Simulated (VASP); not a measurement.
Crystal: Ti.

```
CELL_PARAMETERS angstrom
0.00000 2.04344 2.04344
2.04344 0.00000 2.04344
2.04344 2.04344 0.00000
ATOMIC_POSITIONS crystal
Ti 0.00000 0.00000 0.00000
```

This isn't the form of Ti at room conditions, which is hcp.

The cell isn't the ideal one: volume scaled by 1.02.

Base run:

```yaml
Program: VASP 6.6.1
Functional: PBE
Potentials_or_basis: VASP PAW PBE potentials, release 64 (Ti_sv)
Cutoff: 520 eV
k_mesh: 11 × 11 × 11
Occupations: fermi-dirac, width 0.05 eV
Spin: no spin polarisation
```

Its results: band gap on the k mesh none (metal or under the smearing width); pressure 1.5 GPa.

The run is repeated on the same cell with these changes: functional from PBE to revPBE; occupations from fermi-dirac, width 0.05 eV to fermi-dirac, width 0.01 eV. What comes out?

Band gap on the k mesh none (metal or under the smearing width); pressure 3.5 GPa.

Caveats: the PAW data sets were made with another functional, which shifts forces and pressure a little (some runs).
